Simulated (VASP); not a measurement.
# CoO: relaxed cell and band gap, by functional

CoO, Fm-3m (no. 225), 2 atoms in the cell.

| Functional | Volume (Å³/atom) | Change from the starting volume (fraction) | Gap, path and mesh (eV) | Moment (μB/cell) | Time (s) |
|---|---|---|---|---|---|
| revPBE | 9.75 | 0.007 | 0.00 | 2.88 | 184 |
| AM05 | 9.04 | -0.067 | 0.00 | 2.83 | 254 |
| PW91 | 9.47 | -0.022 | 0.00 | 2.82 | 366 |
| BLYP | 9.91 | 0.023 | 0.00 | 2.83 | 231 |
| optPBE exchange with PBE correlation | 9.38 | -0.031 | 0.00 | 2.83 | 186 |
| optB88 exchange with PBE correlation | 9.23 | -0.047 | 0.00 | 2.83 | 220 |
| optB86b exchange with PBE correlation | 9.07 | -0.063 | 0.00 | 2.83 | 284 |
| PW86R exchange with PBE correlation | 9.91 | 0.023 | 0.00 | 2.83 | 239 |
| CX exchange with PBE correlation | 8.95 | -0.076 | 0.00 | 2.83 | 239 |

Limits: Only a ferromagnetic start was run; another order may lie lower and have another gap; semilocal functionals often give no gap for transition-metal compounds that are insulators.

## Input of the first row

INCAR.step1:
```
SYSTEM = CoO
PREC     = Accurate       ! precision mode
ENCUT    = 600            ! plane-wave cutoff, eV
EDIFF    = 1E-7           ! SCF threshold, eV
ISMEAR   = 0              ! smearing method
SIGMA    = 0.02           ! smearing width, eV
LREAL    = .FALSE.        ! projectors in reciprocal space
LASPH    = .TRUE.         ! aspherical terms in the spheres
GGA_COMPAT= .FALSE.      
ALGO     = Normal         ! electronic algorithm
NELM     = 150            ! most SCF steps
ISIF     = 3              ! what is computed and relaxed
LWAVE    = .FALSE.        ! write WAVECAR
LCHARG   = .FALSE.        ! write CHGCAR
ISPIN    = 2              ! spin polarisation
MAGMOM   = 2 0            ! initial moments
LORBIT   = 11             ! projections on sites
LMAXMIX  = 4              ! l up to which the mixer works
GGA      = RE             ! functional
IBRION   = 2              ! ionic algorithm
EDIFFG   = -0.005         ! ionic threshold
NSW      = 60             ! ionic steps
KPAR     = 2             
```

INCAR.step2, as INCAR.step1 but for:
```
- NSW = 60
+ NSW = 40
```

INCAR.step3, as INCAR.step2 but for:
```
- ISIF = 3
- IBRION = 2
- EDIFFG = -0.005
- NSW = 40
+ ISIF = 2
+ NBANDS = 18
```

KPOINTS:
```
k-points
0
Gamma
  8 8 8
```

KPOINTS_OPT:
```
path GXWKGLUWLK,UX
8
line-mode
reciprocal
 0.0000000000  0.0000000000  0.0000000000  G
 0.5000000000  0.0000000000  0.5000000000  X

 0.5000000000  0.0000000000  0.5000000000  X
 0.5000000000  0.2500000000  0.7500000000  W

 0.5000000000  0.2500000000  0.7500000000  W
 0.3750000000  0.3750000000  0.7500000000  K

 0.3750000000  0.3750000000  0.7500000000  K
 0.0000000000  0.0000000000  0.0000000000  G

 0.0000000000  0.0000000000  0.0000000000  G
 0.5000000000  0.5000000000  0.5000000000  L

 0.5000000000  0.5000000000  0.5000000000  L
 0.6250000000  0.2500000000  0.6250000000  U

 0.6250000000  0.2500000000  0.6250000000  U
 0.5000000000  0.2500000000  0.7500000000  W

 0.5000000000  0.2500000000  0.7500000000  W
 0.5000000000  0.5000000000  0.5000000000  L

 0.5000000000  0.5000000000  0.5000000000  L
 0.3750000000  0.3750000000  0.7500000000  K

 0.6250000000  0.2500000000  0.6250000000  U
 0.5000000000  0.0000000000  0.5000000000  X
```

POSCAR.step1:
```
CoO
1.0
    0.0000000000      2.1315000000      2.1315000000
    2.1315000000      0.0000000000      2.1315000000
    2.1315000000      2.1315000000      0.0000000000
Co O
1 1
Direct
    0.0000000000      0.0000000000      0.0000000000
    0.5000000000      0.5000000000      0.5000000000
```

Commands (each step's output is kept before the next begins):
```
cat potpaw_PBE.64/Co/POTCAR potpaw_PBE.64/O/POTCAR > POTCAR
cp INCAR.step1 INCAR
cp POSCAR.step1 POSCAR
mpirun -np 2 vasp_std > vasp.out
cp CONTCAR POSCAR
rm WAVECAR CHG
cp INCAR.step2 INCAR
mpirun -np 2 vasp_std > vasp.out
cp CONTCAR POSCAR
rm WAVECAR CHG
cp INCAR.step3 INCAR
mpirun -np 2 vasp_std > vasp.out
```

Changes of the last row against the first:
```
(all steps)
- GGA = RE
+ GGA = CX
```

VASP 6.6.1 took 184 s on 2 cores (AMD EPYC 7R43 (Zen 3)), a shared host.
